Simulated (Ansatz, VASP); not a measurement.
# Si54SbC53 (Sb_C) in two plane-wave programs, part 2 of 3

Aim: how closely do two programs agree when they are given the same cell, functional and k mesh? Of the first pair: The structure shown is the start of the Ansatz relaxation below; VASP solves that cell, so the two are compared at the walk's first step.

VASP 6.6.1 and Ansatz 0.2.0.

So far: The starting structure; Ansatz: relaxation, r2SCAN.

**3. VASP: single point, r2SCAN, start cell, pair 1**

Level of this step: r2SCAN, spin-polarised from a ferromagnetic start; plane waves and PAW (Si, C, Sb) (VASP).

The same cell, functional and mesh now go to VASP, with its own data sets.

Lines of VASP's logs that name or quote its potential files are left out, and so is its time.

INCAR

```
SYSTEM = Si54SbC53
PREC = Accurate
ENCUT = 580
EDIFF = 1E-06
NELM = 200
ISMEAR = 0
SIGMA = 0.01
LREAL = Auto
ALGO = Normal
METAGGA = R2SCAN
LASPH = .TRUE.
NELECT = 434
NBANDS = 292
ISPIN = 2
MAGMOM = 0 0 0.01 0 0.01 0 0 0 0.01 0 0 0 0 0 0 0 0 0 0 0 0.01 0 0 0 0 0 0.02 0 0.01 0 0 0 0.01 0 0 0 0 0 0.01 0 0.01 0 0 0 0.01 0 0.01 0 0 0 0.01 0 0.01 0 0 0.01 0.01 -0 0.01 0 0 0.01 0 0.01 0 0 0 0 0 0 0.01 0.01 0 0 0 0 0 0.01 0.01 0 0.01 0 0 0 0.01 0 0.01 0.01 0 0 0 0.01 0 0 0 0.01 0 0 0 0 0.01 0.01 0 0.01 -0 0.01 0 0.01
LORBIT = 11
LWAVE = .FALSE.
LCHARG = .FALSE.
ISIF = 2
ISYM = 0
NUPDOWN = 2
GGA_COMPAT = .FALSE.
LMIXTAU = .TRUE.
```

POSCAR

```
Si54SbC53
1.0
    9.2359949282      0.0000000000      0.0000000000
   -4.6179974641      7.9986062370      0.0000000000
    0.0000000000      0.0000000000     15.1078644027
Si C Sb
54 53 1
Direct
    0.1049565373      0.2183372888      0.8326821492
    0.2223269325      0.1154308604      0.3350211430
    0.2273663102      0.1123957066      0.6647933641
[... 1 atom line left out ...]
    0.9968327747      0.9969225889      0.4970192874
[... 2 atom lines left out ...]
    0.2280973504      0.4456780212      0.3325462730
    0.2283016009      0.4485468960      0.6669151067
[... 1 atom line left out ...]
    0.0016354166      0.3301778987      0.5017970640
[... 5 atom lines left out ...]
    0.0052784591      0.6704414296      0.5013538511
[... 1 atom line left out ...]
    0.4442235261      0.2196080102      0.8300534520
    0.5515456231      0.1058189358      0.3314338060
    0.5615273795      0.1145056992      0.6674467503
[... 1 atom line left out ...]
    0.3333314569      0.9996034309      0.5030231803
[... 1 atom line left out ...]
    0.4400481781      0.5503488820      0.8315181196
    0.5566257725      0.4401944408      0.3344257577
    0.5608016878      0.4460369587      0.6681867623
[... 1 atom line left out ...]
    0.3349520900      0.3371201082      0.4970946786
[... 2 atom lines left out ...]
    0.5494221791      0.7753327038      0.3324714775
    0.5614191006      0.7823919336      0.6659929380
[... 1 atom line left out ...]
    0.3334686778      0.6706898478      0.4974640889
[... 5 atom lines left out ...]
    0.6660908505      0.9974183002      0.4967402275
[... 1 atom line left out ...]
    0.7836427595      0.5589044975      0.8341018071
    0.8939342298      0.4483239822      0.3312162372
    0.8927819734      0.4505177394      0.6670842239
[... 1 atom line left out ...]
    0.6706704777      0.3377332150      0.5017986525
[... 2 atom lines left out ...]
    0.8828708717      0.7759661891      0.3335009413
    0.8944419688      0.7830061656      0.6662506183
[... 1 atom line left out ...]
    0.6681137950      0.6647549389      0.4969348943
[... 3 atom lines left out ...]
    0.1130362486      0.2232842757      0.7111447862
[... 1 atom line left out ...]
    0.2262279149      0.1104759972      0.5395651419
[... 5 atom lines left out ...]
    0.2259312959      0.4480375573      0.5439712577
[... 2 atom lines left out ...]
    0.9938291527      0.6644178801      0.3742334356
[... 5 atom lines left out ...]
    0.3352612047      0.9998024656      0.3712998641
    0.4427828643      0.2170575658      0.7097742417
[... 1 atom line left out ...]
    0.5615918728      0.1129543039      0.5410553591
[... 2 atom lines left out ...]
    0.3342583180      0.3284467221      0.3745063398
    0.4438487998      0.5505469165      0.7063967293
[... 3 atom lines left out ...]
    0.3352420532      0.6725362945      0.3753169772
[... 2 atom lines left out ...]
    0.5498004806      0.7769732396      0.5417794853
[... 3 atom lines left out ...]
    0.7825638939      0.2273516093      0.7066800254
[... 4 atom lines left out ...]
    0.6687845516      0.3297019408      0.3755810781
    0.7809030035      0.5528071853      0.7091235872
[... 1 atom line left out ...]
    0.8884402031      0.4471096456      0.5387399425
[... 2 atom lines left out ...]
    0.6727389664      0.6689485445      0.3750034319
    0.7826994309      0.8927832910      0.7098393733
[... 1 atom line left out ...]
    0.8911968785      0.7761673492      0.5440982776
[... 1 atom line left out ...]
    0.5566130962      0.4502121861      0.5421463803
```

KPOINTS

```
Points of the shifted mesh
1
Reciprocal
 0.2500000000  0.2500000000  0.2500000000 1
```

PAW data sets: Si, C and Sb (PBE family, release 64).

Launch:

```
> export OMP_NUM_THREADS=3
> mpirun -np 1 vasp_std
```

Numbers of over 12 decimals in the logs are rounded to 6 here.

What it wrote:

```text
[banner, memory and clock lines left out]
running    1 mpi-ranks, on    1 nodes
[...]
Offloading initialized ...    1 GPUs detected
[...]
|                                                                             |
|               ----> ADVICE to this user running VASP <----                  |
|                                                                             |
|     You enforced a specific xc type in the INCAR file but a different       |
|     [... a line on the potential file left out ...]
|     I HOPE YOU KNOW WHAT YOU ARE DOING!                                     |
|                                                                             |

 LDA part: xc-table for (None), standard interpolation
 POSCAR, INCAR and KPOINTS ok, starting setup
[...]
entering main loop
       N       E                     dE             d eps       ncg     rms          rms(c)
DAV:   1     0.129759810277E+04    0.12976E+04   -0.21813E+05  1168   0.152E+03
DAV:   2    -0.101173422904E+04   -0.23093E+04   -0.21797E+04  1416   0.258E+02
DAV:   3    -0.118191211995E+04   -0.17018E+03   -0.16827E+03  1432   0.653E+01
DAV:   4    -0.118594315885E+04   -0.40310E+01   -0.40105E+01  1424   0.109E+01
DAV:   5    -0.118606092067E+04   -0.11776E+00   -0.11752E+00  1408   0.174E+00BRMIX: very serious problems
 the old and the new charge density differ
 old charge density:   433.00000 new  434.00000
    0.677E+01
DAV:   6    -0.102374363611E+04    0.16232E+03   -0.24383E+02  1344   0.218E+01    0.395E+01
DAV:   7    -0.102545017953E+04   -0.17065E+01   -0.34691E+01  1456   0.844E+00    0.172E+01
DAV:   8    -0.102588465772E+04   -0.43448E+00   -0.11880E+00  1360   0.209E+00    0.495E+00
DAV:   9    -0.102593769535E+04   -0.53038E-01   -0.16870E-01  1352   0.842E-01    0.154E+00
[...]
DAV:  16    -0.102594749614E+04   -0.85229E-05   -0.17313E-05  1352   0.804E-03    0.919E-03
DAV:  17    -0.102594749931E+04   -0.31686E-05   -0.47063E-06  1136   0.347E-03    0.934E-03
DAV:  18    -0.102594749975E+04   -0.43662E-06   -0.86314E-07   784   0.245E-03
   1 F= -.10259475E+04 E0= -.10259475E+04  d E =-.272339E-13  mag=     1.9977
```

Parts of OUTCAR (step 3):

```text
  FREE ENERGIE OF THE ION-ELECTRON SYSTEM (eV)
  ---------------------------------------------------
  free  energy   TOTEN  =     -1025.9474997464 eV

  energy  without entropy=    -1025.9474997464  energy(sigma->0) =    -1025.94749975

 magnetization (x)
# of ion       s       p       d       tot
------------------------------------------
    1        0.000   0.002   0.000   0.002
    2        0.002   0.001   0.000   0.002
    3        0.001   0.007   0.000   0.008
    4        0.000   0.003   0.000   0.003
    5        0.000   0.007   0.000   0.008
    6        0.000   0.001   0.000   0.002
    7        0.001   0.002   0.000   0.003
    8        0.003   0.002   0.000   0.004
    9        0.001   0.007   0.000   0.008
   10        0.001   0.003   0.000   0.003
   11        0.000   0.005   0.000   0.006
   12        0.000   0.001   0.000   0.001
   13        0.001   0.004   0.000   0.005
[...]
--------------------------------------------------
tot          0.167   0.256   0.056   0.480
```

The run ends at a pressure of 10.25 GPa, with forces up to 25 eV/Å.

**4. Comparison**

Known differences besides the potentials themselves: VASP starts from the moments at which Ansatz ended; VASP keeps PBE cores, Ansatz makes them for the functional; fixed occupations in Ansatz, narrow Gaussian smearing in VASP; the cutoff is 500 eV in Ansatz and 580 eV in VASP (PREC = Accurate, projectors in real space). Total energies have different zeros and are not compared.

Forces on 7 of the 108 atoms, those with the largest forces and the largest differences (eV/Å; atoms numbered as in POSCAR):

```tsv
atom	Ansatz x, y, z	VASP x, y, z
Si27	0.241, -0.923, 20.152	0.235, -0.932, 20.160
Si28	0.770, -1.952, -1.186	0.767, -1.941, -1.178
Si29	-16.661, -10.448, -6.131	-16.700, -10.489, -6.137
Si47	16.235, -10.220, -7.150	16.331, -10.286, -7.169
Si53	0.124, 23.542, -7.608	0.122, 23.591, -7.620
C103	-2.218, -0.730, -0.516	-2.210, -0.725, -0.516
Sb108	-0.432, -3.810, 2.839	-0.472, -3.738, 2.885
```

The forces differ by 10 meV/Å r.m.s., which is 0.4 % of the r.m.s. force of 2.549 eV/Å (both taken over all components). Moments aren't recorded for both runs of this pair, so they may hold unlike magnetic states. The cell carries a charge of -1 e against a uniform background, so its pressure also hangs on how the neutralising background is counted, and in a defect's cell a gap may be the spacing between its levels.

**5. Ansatz: relaxation, r2SCAN**

This run makes the geometry at which the two programs are then compared.

The structure compared here is the end of the Ansatz relaxation.

input.yaml

```yaml
crystal:
  lattice:
    - [9.23599493, 0.0, 0.0]
    - [-4.61799746, 7.99860624, 0.0]
    - [0.0, 0.0, 15.1078644]
  atoms:
    - { symbol: Si, position: [0.11111111, 0.22222222, 0.8329854] }
    - { symbol: Si, position: [0.22222222, 0.11111111, 0.3329854] }
    - { symbol: Si, position: [0.22222222, 0.11111111, 0.66650102] }
[... 1 atom line left out ...]
    - { symbol: Si, position: [0.0, 0.0, 0.49972248] }
[... 2 atom lines left out ...]
    - { symbol: C, position: [0.0, 0.0, 0.37436694] }
    - { symbol: C, position: [0.11111111, 0.22222222, 0.70799668] }
[... 1 atom line left out ...]
    - { symbol: C, position: [0.22222222, 0.11111111, 0.54152848] }
[... 5 atom lines left out ...]
    - { symbol: Si, position: [0.0, 0.33333333, 0.49972248] }
[... 1 atom line left out ...]
    - { symbol: C, position: [0.0, 0.33333333, 0.87436694] }
    - { symbol: C, position: [0.0, 0.33333333, 0.37436694] }
    - { symbol: C, position: [0.11111111, 0.55555556, 0.70799668] }
[... 1 atom line left out ...]
    - { symbol: C, position: [0.22222222, 0.44444444, 0.54152848] }
[... 1 atom line left out ...]
    - { symbol: Si, position: [0.11111111, 0.88888889, 0.8329854] }
    - { symbol: Si, position: [0.22222222, 0.77777778, 0.3329854] }
    - { symbol: Si, position: [0.22222222, 0.77777778, 0.66650102] }
[... 1 atom line left out ...]
    - { symbol: Si, position: [0.0, 0.66666667, 0.49972248] }
[... 2 atom lines left out ...]
    - { symbol: C, position: [0.0, 0.66666667, 0.37436694] }
    - { symbol: C, position: [0.11111111, 0.88888889, 0.70799668] }
[... 1 atom line left out ...]
    - { symbol: C, position: [0.22222222, 0.77777778, 0.54152848] }
[... 5 atom lines left out ...]
    - { symbol: Si, position: [0.33333333, 0.0, 0.49972248] }
[... 1 atom line left out ...]
    - { symbol: C, position: [0.33333333, 0.0, 0.87436694] }
    - { symbol: C, position: [0.33333333, 0.0, 0.37436694] }
    - { symbol: C, position: [0.44444444, 0.22222222, 0.70799668] }
[... 1 atom line left out ...]
    - { symbol: C, position: [0.55555556, 0.11111111, 0.54152848] }
[... 2 atom lines left out ...]
    - { symbol: Si, position: [0.55555556, 0.44444444, 0.3329854] }
    - { symbol: Si, position: [0.55555556, 0.44444444, 0.66650102] }
[... 1 atom line left out ...]
    - { symbol: Si, position: [0.33333333, 0.33333333, 0.49972248] }
[... 3 atom lines left out ...]
    - { symbol: C, position: [0.44444444, 0.55555556, 0.70799668] }
[... 1 atom line left out ...]
    - { symbol: Sb, position: [0.55555556, 0.44444444, 0.54152848] }
[... 5 atom lines left out ...]
    - { symbol: Si, position: [0.33333333, 0.66666667, 0.49972248] }
[... 2 atom lines left out ...]
    - { symbol: C, position: [0.33333333, 0.66666667, 0.37436694] }
[... 5 atom lines left out ...]
    - { symbol: Si, position: [0.88888889, 0.11111111, 0.3329854] }
    - { symbol: Si, position: [0.88888889, 0.11111111, 0.66650102] }
[... 1 atom line left out ...]
    - { symbol: Si, position: [0.66666667, 0.0, 0.49972248] }
[... 2 atom lines left out ...]
    - { symbol: C, position: [0.66666667, 0.0, 0.37436694] }
    - { symbol: C, position: [0.77777778, 0.22222222, 0.70799668] }
[... 3 atom lines left out ...]
    - { symbol: Si, position: [0.77777778, 0.55555556, 0.8329854] }
[... 2 atom lines left out ...]
    - { symbol: Si, position: [0.77777778, 0.55555556, 0.16650102] }
[... 3 atom lines left out ...]
    - { symbol: C, position: [0.66666667, 0.33333333, 0.37436694] }
[... 4 atom lines left out ...]
    - { symbol: Si, position: [0.77777778, 0.88888889, 0.8329854] }
    - { symbol: Si, position: [0.88888889, 0.77777778, 0.3329854] }
[... 1 atom line left out ...]
    - { symbol: Si, position: [0.77777778, 0.88888889, 0.16650102] }
[... 2 atom lines left out ...]
    - { symbol: C, position: [0.66666667, 0.66666667, 0.87436694] }
    - { symbol: C, position: [0.66666667, 0.66666667, 0.37436694] }
[... 1 atom line left out ...]
    - { symbol: C, position: [0.88888889, 0.77777778, 0.20799668] }
[... 1 atom line left out ...]
    - { symbol: C, position: [0.77777778, 0.88888889, 0.04152848] }
  host:
    repeats: [3, 3, 1]
    atoms:
      - { symbol: Si, position: [0.33333333, 0.66666667, 0.8329854] }
      - { symbol: Si, position: [0.66666667, 0.33333333, 0.3329854] }
      # ... 10 more atoms of the perfect host
total_charge: -1
basis:
  ecutwfc: 500
  xc_grid: 2
hamiltonian:
  xc: r2scan
  pseudopotentials: { kind: paw, azcp: { folder: soft_1 } }
kpoints:
  mp_grid: { grid: [1, 1, 1], shift: [0.25, 0.25, 0.25] }
magnetization:
  spin_polarized: true
  initial_magnetization: 2
  spin_locking: { lock_magnetization: hard }
scf:
  occupations: { method: fixed }
  max_iter: 80
output:
  forces: true
  charged_corrections:
    epsilon: [7.09, 7.09, 7.35]
    static_epsilon: [10.43, 10.43, 10.95]
    defect_position: [0.555556, 0.444444, 0.541528]
relax:
  f_tol: 0.02
  max_steps: 80
  random_displacement: { amplitude: 0.05, seed: 6824 }
checkpoint:
  write: "../qm1_M2.relax.run"
  compress: false
  write_wavefunctions: true
  write_every: 100000
```

Launch:

```
> ansatz run input.yaml --threads 4 --pin off --max-ram 15073MiB --backend cpu --events-out ev --progress --plain --runs-dir out
```

What it wrote:

```text
[...]
Crystal: 108 atoms, lattice volume = 1116.095 Å³
Basis set: ecut = 500 eV, 28399 PW (Γ), exchange–correlation on 144×144×240 points (8 copies of the dense FFT grid, shifted against one another)
Bands: 331, of which v1, the nominal top of the filled ones, is band 222 counted from 1 (221 counted from 0)
Symmetry: 1 space group operations
k-points: 1
[...]
Starting moments: Σ|m| = 2 μB on 108 of 108 sites
[...]
- { symbol: C, position: [-0.00110368, 0.336123, 0.373921] }
[...]
- { symbol: Sb, position: [0.554507, 0.446807, 0.544479] }
[...]
- { symbol: Si, position: [0.891110, 0.778892, 0.667769] }
    - { symbol: Si, position: [0.778866, 0.890079, 0.165756] }
    - { symbol: Si, position: [0.691390, 0.716366, 0.489841] }
    - { symbol: Si, position: [0.668273, 0.667331, 1.000972] }
[...]
- { symbol: C, position: [0.779303, 0.889064, 0.708573] }
    - { symbol: C, position: [0.890489, 0.779660, 0.206208] }
    - { symbol: C, position: [0.896351, 0.784280, 0.542323] }
    - { symbol: C, position: [0.779085, 0.889655, 0.041592] }
```

[end of part 2 of 3]

[Lines on the potential files, build, host, timing and source positions are cut from VASP's logs without a mark.]

[Logs are printed without paths, hosts, clocks, repeated set-up lines and the standing remarks that a program may print on its own settings, such as how far it seeks lower states.]

[Hosts, paths, dates, database ids (printed as entryN), source tags and the programs' standing remarks are cut or masked in the printed files.]
